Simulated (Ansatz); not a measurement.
WSe2: pressure and energy less free atoms against volume scale

Periodic Kohn-Sham DFT of a crystal at fixed atoms, scaled to volume_scale times the given cell; pressure positive in compression, energy less spherical unpolarised free atoms, largest_vzz the field gradient of largest size among the nuclei. The results are calculated, by Ansatz 0.2.0.

The cell before it is scaled or strained (space group P6_3/mmc, No. 194):
```
WSe2
1.0
      3.2900     0.0000     0.0000
     -1.6450     2.8492     0.0000
      0.0000     0.0000    12.9700
W Se
2 4
Direct
  0.33333 0.66667 0.25000
  0.66667 0.33333 0.75000
  0.33333 0.66667 0.62100
  0.66667 0.33333 0.12100
  0.33333 0.66667 0.87900
  0.66667 0.33333 0.37900
```

Settings of every row: method all-electron LAPW; functional PBEsol; relativity scalar; k mesh 11x11x3; filling fermi-dirac; smearing width 0.08 eV; basis error target 0.5 meV/atom; nucleus gaussian.

Atom start moment: 0 on all atoms.

Limits: a layered crystal: even scaling strains the bonds within the layers, so this curve is stiffer than the crystal under pressure; no spin-orbit coupling on heavy atoms.

| row | volume scale | V (Å³/atom) | pressure (GPa) | energy less free atoms (eV/atom) |
| --- | --- | --- | --- | --- |
| 1 | 0.94 | 19.047 | 8.615 | -7.2213 |
| 2 | 0.96 | 19.453 | 4.977 | -7.2384 |
| 3 | 0.98 | 19.858 | 1.717 | -7.2468 |
| 4 | 0.99 | 20.061 | ? | ? |
| 5 | 1 | 20.263 | -1.204 | -7.2473 |
| 6 | 1.01 | 20.466 | -2.549 | -7.245 |
| 7 | 1.02 | 20.668 | -3.822 | -7.2409 |
| 8 | 1.04 | 21.074 | -6.166 | -7.2282 |
| 9 | 1.06 | 21.479 | -8.266 | -7.2099 |

Question: what pressure and energy less free atoms should row 4 give?

Worked fit of pressure. Take u = (V_r/V)^(2/3) − 1 with V_r = 20.364 Å³ an atom, which is twice the finite (Eulerian) strain; such expansions in the strain, on which the Birch-Murnaghan equation of state is built, carry the rest volume and the bulk modulus. The shown rows have u = 0.04558, 0.03098, 0.01692, 0.00332, -0.00333, -0.00983, -0.02259, -0.03491. Least squares give pressure = −1.8823 + 202.789 × u + 585.79 × u² + 402 × u³ GPa; a parabola predicts inner rows, each left out in turn, worse (root mean square 0.0072 against 0.0037 GPa). The rows lie off it by -0.001, 0.003, -0.002, -0.001, 0.002, -0.003, 0.003, -0.001. The pressure vanishes at u = 0.0090, or V = 20.09 Å³ an atom, and there the bulk modulus at fixed shape and fractions is B = −V dP/dV = (2/3)(1 + u) dP/du = 144 GPa. Letting shape and atoms relax would as a rule lower it, by much in layered, chain or molecular crystals. The withheld row has u = 0.01004, so the fit gives −1.8823 + 202.789 × (0.01004) + 585.79 × (0.01004)² + 402 × (0.01004)³ = 0.213 GPa.

The calculation gave 0.217 GPa. The fit lies 0.004 GPa (1.8 % of the value, 0.024 % of the column's range) below it; its largest miss of a shown row is 0.003 GPa.

Worked fit of energy less free atoms. Take u = (V_r/V)^(2/3) − 1 with V_r = 20.364 Å³ an atom, which is twice the finite (Eulerian) strain; such expansions in the strain, on which the Birch-Murnaghan equation of state is built, carry the rest volume and the bulk modulus. The shown rows have u = 0.04558, 0.03098, 0.01692, 0.00332, -0.00333, -0.00983, -0.02259, -0.03491. Least squares give energy less free atoms = −7.24637 − 0.3598 × u + 19.766 × u² + 4.3 × u³ eV/atom; a parabola predicts inner rows, each left out in turn, worse (root mean square 8.1e-05 against 4.5e-05 eV/atom). All shown rows lie on it to the printed digit. Its lowest point lies at u = 0.0091, or V = 20.09 Å³ an atom, and the curvature there gives the bulk modulus at fixed shape and fractions, B = (4/9)(1 + u)² E″(u)/V = 144 GPa. Letting shape and atoms relax would as a rule lower it, by much in layered, chain or molecular crystals. The withheld row has u = 0.01004, so the fit gives −7.24637 − 0.3598 × (0.01004) + 19.766 × (0.01004)² + 4.3 × (0.01004)³ = -7.2480 eV/atom.

The calculation gave -7.248 eV/atom. The fit meets it to the printed digit.
